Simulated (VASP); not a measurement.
## Mg3Sb2: relaxation of shape and atoms at fixed volume with PBEsol

The system is Mg3Sb2.

```
Mg Sb
1.0
     4.49309    0.00000    0.00000
    -2.24655    3.89113    0.00000
     0.00000    0.00000    7.08889
Mg Sb
3 2
Direct
  0.33333 0.66667 0.63251
  0.66667 0.33333 0.36749
  0.00000 0.00000 0.00000
  0.33333 0.66667 0.22374
  0.66667 0.33333 0.77626
```

The cell isn't the ideal one: a relaxed cell with its volume scaled by 0.96.

| Property | Result |
| --- | --- |
| Program | VASP 6.6.1 |
| Task | relaxation of shape and atoms at fixed volume |
| Functional | PBEsol |
| Potentials or basis | VASP PAW PBE potentials, release 64 (Mg, Sb) |
| Cutoff | 600 eV |
| k mesh | 9 × 9 × 5 |
| Occupations | gaussian, width 0.03 eV |
| Spin | no spin polarisation |
| Further INCAR settings | ALGO = Normal; EDIFF = 1e-07; IBRION = 2; EDIFFG = -0.01; NSW = 40; ISIF = 4 |

```json
{
  "Energy gained by relaxing": "0.3 meV/atom",
  "Ionic steps": "3",
  "Pressure after relaxing": "2.0 GPa",
  "Largest force after relaxing": "0.009 eV/Å",
  "Band gap on the k mesh": "0.11 eV, indirect (least direct gap 1.18 eV)"
}
```

Forces on the atoms (eV/Å):
```
Mg   0.000  0.000 -0.009
Mg   0.000  0.000  0.009
Mg   0.000  0.000  0.000
Sb   0.000  0.000  0.000
Sb   0.000  0.000  0.000
```

Step by step:
| step | energy change (eV) | largest force (eV/Å) | pressure (GPa) |
| --- | --- | --- | --- |
| 1 | 0.0000 | 0.0916 | 2.11 |
| 2 | -0.0007 | 0.0630 | 2.08 |
| 3 | -0.0014 | 0.0095 | 2.02 |

Final structure:
```yaml
crystal:
  lattice:
    - [4.49683, 0.00000, 0.00000]
    - [-2.24842, 3.89437, 0.00000]
    - [0.00000, 0.00000, 7.07709]
  atoms:
    - { symbol: Mg, position: [0.33333, 0.66667, 0.63219] }
    - { symbol: Mg, position: [0.66667, 0.33333, 0.36781] }
    - { symbol: Mg, position: [0.00000, 0.00000, 0.00000] }
    - { symbol: Sb, position: [0.33333, 0.66667, 0.22173] }
    - { symbol: Sb, position: [0.66667, 0.33333, 0.77827] }
```

Levels at points of the mesh, in eV from the valence-band top:
| k point | band 5 | band 6 | band 7 | band 8 | band 9 | band 10 | band 11 | band 12 |
| --- | --- | --- | --- | --- | --- | --- | --- | --- |
| (0.00, 0.00, 0.00) | -1.25 | -0.49 | -0.49 | 0.00 | 1.18 | 1.27 | 2.98 | 2.98 |

Wall time 2.4 min on 1 thread of Intel(R) Xeon(R) Platinum 8488C (Sapphire Rapids), with other jobs on the host, peak memory 0.34 GiB.

Caveat: the PAW data sets were made with another functional, which shifts forces and pressure a little; spin-orbit coupling is left out, which moves the levels of the heavy elements; an odd mesh through Γ misses points on the zone boundary, where band edges often lie.
